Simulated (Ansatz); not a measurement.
AgI (zincblende type), DFT, PBEsol, all-electron LAPW, scalar-relativistic (Ansatz 0.2.0), on 1 thread of Arm Neoverse V2 (shared host).

Command: `ansatz run input.yaml --threads 1 --pin off --max-ram 2048MiB --backend cpu --events-out ev --progress --plain --runs-dir out`

```yaml
crystal:
  lattice:
    - [0.0, 2.7209945169, 2.7209945169]
    - [2.7209945169, 0.0, 2.7209945169]
    - [2.7209945169, 2.7209945169, 0.0]
  atoms:
    - { symbol: Ag, position: [0.0, 0.0, 0.0] }
    - { symbol: I, position: [0.25, 0.25, 0.25] }
kpoints:
  mp_grid: { grid: [12, 12, 12] }
scf:
  occupations: { method: fermi_dirac, width: 0.05 }
hamiltonian:
  xc: pbesol
  pseudopotentials: { kind: all_electron, lapw: { basis_error: 0.001 } }
output:
  forces: true
  stress: true
  eigenvalues: true
  populations: true
```

Q: How large is the problem that the program sets up?

A: 72 irreducible k-points, 645 plane waves at Γ, 36 bands.

Q: About how long does it take?

A: 63 s of wall time for 7 SCF iterations. Times on shared machines scatter by tens of per cent.
